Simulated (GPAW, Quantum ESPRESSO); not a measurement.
A Quantum ESPRESSO input for a self-consistent single point of RuO2 (P4_2/mnm, 6 atoms in the cell) (DFT, PBE, plane waves, GBRV 1.5 ultrasoft (PBE) pseudopotentials):

```fortran
&CONTROL
  calculation = 'scf'
  prefix = 'run'
  outdir = './tmp/'
  pseudo_dir = './'
  tprnfor = .true.
  tstress = .true.
/
&SYSTEM
  ibrav = 0
  nat = 6
  ntyp = 2
  ecutwfc = 40
  ecutrho = 320
  occupations = 'smearing'
  smearing = 'gauss'
  degauss = 0.0073499
/
&ELECTRONS
  conv_thr = 1.0d-10
  mixing_beta = 0.3
/
ATOMIC_SPECIES
Ru   101.0700  ru_pbe_v1.2.uspp.F.UPF
O     15.9990  o_pbe_v1.2.uspp.F.UPF
ATOMIC_POSITIONS {alat}
Ru    0.5000000000    0.5000000000    0.3470541046
Ru    0.0000000000    0.0000000000    0.0000000000
O     0.8054400000    0.1945600000    0.3470541046
O     0.1945600000    0.8054400000    0.3470541046
O     0.3054400000    0.3054400000    0.0000000000
O     0.6945600000    0.6945600000    0.0000000000
K_POINTS {automatic}
6 6 9  0 0 0
CELL_PARAMETERS {angstrom}
   4.4327440000     0.0000000000     0.0000000000
   0.0000000000     4.4327440000     0.0000000000
   0.0000000000     0.0000000000     3.0768040000
```

**Question.** Give the GPAW input for the same structure, mesh, smearing and functional.

**Answer.** One input that does it (others would too):

```python
from ase import Atoms
from ase.units import GPa
from gpaw import GPAW

atoms = Atoms(['Ru', 'Ru', 'O', 'O', 'O', 'O'],
              cell=[[4.432744, 0.000000, 0.000000],
                    [0.000000, 4.432744, 0.000000],
                    [0.000000, 0.000000, 3.076804]],
              positions=[[2.216372, 2.216372, 1.538402],
                         [0.000000, 0.000000, 0.000000],
                         [3.570309, 0.862435, 1.538402],
                         [0.862435, 3.570309, 1.538402],
                         [1.353937, 1.353937, 0.000000],
                         [3.078807, 3.078807, 0.000000]],
              pbc=True)

calc = GPAW(mode={'name': 'pw', 'ecut': 950},
            xc='PBE',
            kpts={'size': (6, 6, 9), 'gamma': True},
            occupations={'name': 'methfessel-paxton', 'width': 0.1, 'order': 0},
            nbands=-10,
            convergence={'forces': 0.001},
            symmetry={'symmorphic': False, 'tolerance': 0.0005},
            maxiter=100,
            txt='-')

atoms.calc = calc

energy = atoms.get_potential_energy()
print('Energy (eV):', round(energy, 6))
forces = atoms.get_forces()
print('Forces (eV/Ang):')
print(forces.round(5))
stress = atoms.get_stress()
print('Stress (GPa, Voigt):', (stress / GPa).round(4))
```

Basis, cutoffs, solver keys and any potentials are the target program's own. This input uses DFT PBE, plane waves, GPAW PAW datasets PBE (gpaw-data 1.0.1).

The starting cell comes from a database of computed structures (which also holds hypothetical and non-ambient phases and stackings), without a prior relaxation at this level. Its lattice was rescaled by a random factor within 2.5 % of one.
